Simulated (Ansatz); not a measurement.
I: equation of state with r2SCAN

Crystal: I.

```
I
1.0
     3.63503   -2.39502    0.00000
     3.63503    2.39502    0.00000
     0.00000    0.00000    9.79344
I
4
Direct
  0.64930 0.35070 0.38440
  0.14930 0.85070 0.11560
  0.35070 0.64930 0.61560
  0.85070 0.14930 0.88440
```

| Quantity | Value |
| --- | --- |
| Program | Ansatz 0.2.0 |
| Task | equation of state |
| Functional | r2SCAN |
| Potentials or basis | Ansatz PAW |
| Cutoff | 500 eV |
| Density cutoff | 2000 eV |
| k mesh | 7 × 7 × 3 |
| Occupations | fermi-dirac, width 0.05 eV |
| Spin | no spin polarisation |

* Equilibrium volume: 44.69 Å³/atom
* Bulk modulus at fixed shape and positions: 23 GPa
* Pressure derivative of the bulk modulus: 5.0

Energy against volume, from the lowest point:
| volume (Å³/atom) | energy (meV/atom) |
| --- | --- |
| 40.073 | 42.81 |
| 40.926 | 27.22 |
| 41.778 | 15.54 |
| 42.631 | 7.36 |
| 43.483 | 2.29 |
| 44.336 | 0.00 |
| 45.189 | 0.19 |

All runs of the series together: 82 s on 2 threads of Arm Neoverse V2, with other jobs on the host.

Caveat: the cell was scaled at fixed shape and fractional positions, which overstates the stiffness of a crystal with free parameters, most of all of layers and chains; the PAW data sets were made with another functional, which shifts forces and pressure a little. Spin-orbit coupling is left out, which matters for the levels of I.
